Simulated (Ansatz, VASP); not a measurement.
One calculation of BN, two programs

```
B N
1.0
     0.00000    1.74583    1.74583
     1.74583    0.00000    1.74583
     1.74583    1.74583    0.00000
B N
1 1
Direct
  0.00000 0.00000 0.00000
  0.50000 0.50000 0.50000
```

The cell was built by a generator and needn't be a form met in nature.

Alike in both runs: task single point; functional PBE; k mesh 12 × 12 × 12; occupations fermi-dirac, width 0.02 eV; no spin polarisation.

```csv
,VASP,Ansatz
version,VASP 6.6.1,Ansatz 0.2.0
potentials or method,"VASP PAW PBE potentials, release 64 (B, N)","plane waves, PAW"
plane-wave cutoff (eV),520,420
valence electrons in the cell,8,8
```

```csv
,VASP,Ansatz,Ansatz less VASP
gap on the k mesh at the Fermi level (eV),1.20,1.20,+0.005
pressure (GPa),3.9,3.9,+0.06
```

With one functional, cell and mesh, what is left measures potentials, basis and numerics.

A k mesh can miss the band edges. PBE gaps usually lie below the measured ones, often by a third to a half.
